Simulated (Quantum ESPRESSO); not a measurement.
## KBr in Quantum ESPRESSO: the effect of functional

KBr:

```
Br K
1.0
     0.00000    3.30000    3.30000
     3.30000    0.00000    3.30000
     3.30000    3.30000    0.00000
Br K
1 1
Direct
  0.50000 0.50000 0.50000
  0.00000 0.00000 0.00000
```

Alike in all runs:

* Program: Quantum ESPRESSO 7.5
* Task: dielectric tensor
* k mesh: 6 × 6 × 6, shifted
* Occupations: fermi-dirac, width 0.05 eV
* Spin: no spin polarisation

| functional | potentials or basis | cutoff | pressure (GPa) | dielectric constant (mean) |
| --- | --- | --- | --- | --- |
| LDA | PseudoDojo 0.4.1 SR LDA standard | 980 eV | -1.7 | 2.63 |
| PBE | PseudoDojo 0.4.1 SR PBE standard | 1007 eV | 0.7 | 2.55 |
| PBEsol | PseudoDojo 0.4.1 SR PBEsol standard | 1007 eV | -0.3 | 2.59 |
| WC | PseudoDojo 0.4.1 SR PBE standard | 1007 eV | -0.1 | 2.59 |
| BLYP | PseudoDojo 0.4.1 SR PBE standard | 1007 eV | ? | ? |
| AM05 | PseudoDojo 0.4.1 SR PBE standard | 1007 eV | 0.4 | 2.55 |

**Question.** What does the run with functional BLYP give?

**Answer.** Pressure 1.5 GPa; dielectric constant 2.54 mean.

Caveats: the potentials were made for another functional, which shifts forces and pressure (some runs).
